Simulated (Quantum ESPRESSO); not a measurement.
The system is AlRu.

```
Ru Al
1.0
     2.99160    0.00000    0.00000
     0.00000    2.99160    0.00000
     0.00000    0.00000    2.99160
Ru Al
1 1
Cartesian
  1.4958 1.4958 1.4958
  0.0000 0.0000 0.0000
```

```yaml
Program: Quantum ESPRESSO 7.5
Task: single point
Functional: PBEsol
Potentials_or_basis: GBRV 1.5 PBEsol
Cutoff: 612 eV
Density_cutoff: 4898 eV
k_mesh: 9 × 9 × 9
Occupations: fermi-dirac, width 0.05 eV
Spin: no spin polarisation
```

On this cell: pressure -3.5 GPa; largest force zero by symmetry; band gap on the k mesh none (metal or under the smearing width).

The same run follows on a disturbed copy (atoms moved at random, drawn with an rms of 0.05 Å):

```
Ru Al
1.0
     2.99160    0.00000    0.00000
     0.00000    2.99160    0.00000
     0.00000    0.00000    2.99160
Ru Al
1 1
Direct
  0.49700 0.51102 0.48780
  0.99568 0.99117 0.01002
```

Question: What does the disturbed cell give?

Answer: The energy (extrapolated to zero smearing) moves by +15.3 meV/atom; pressure -2.8 GPa; largest force 0.690 eV/Å; band gap on the k mesh none (metal or under the smearing width).

Forces on the atoms (eV/Å):
```
Ru  -0.031 -0.460  0.514
Al   0.031  0.460 -0.514
```

Stress tensor (GPa, compression positive):
```
-2.61  0.04 -0.04
 0.04 -2.91 -0.62
-0.04 -0.62 -2.98
```
